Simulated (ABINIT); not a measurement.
A run of ABINIT 10.8.3 (patched build) is set up as follows.

File run.abi:

```
# Pseudopotentials
pp_dirpath "./"
pseudos "Ag.GGA_PBE-JTH.xml"

# Structure
acell 3*1.0 Angstrom
rprim
     2.9300000000     0.0000000000     0.0000000000
    -1.4650000000     2.5374544331     0.0000000000
     0.0000000000     0.0000000000     4.7900000000
ntypat 1
znucl 47
natom 2
typat 1 1
xred
     0.6666666667     0.3333333333     0.7500000000
     0.3333333333     0.6666666667     0.2500000000

# Plane-wave basis
ecut 20.0
pawecutdg 40.0
pawxcdev 0

# k points
kptopt 1
ngkpt 10 10 6
nshiftk 1
shiftk 0.0 0.0 0.0

# Exchange and correlation
ixc 11

# Bands and occupations
nband 15
occopt 3
tsmear 0.05 eV

# SCF cycle
nstep 100
tolvrs 1.0e-9

# Output
iomode 3
prtwf 0
prtden 0
prteig 0
prtebands 0
enunit 1
```

Potentials or basis: JTH PAW PBE v2.0.

Command:

```console
$ abinit run.abi > log 2>&1
```

(1) Predict the band gap on the k mesh.

(2) Estimate the pressure.

Answers

(1) none (metal or under the smearing width).

(2) 0.7 GPa.
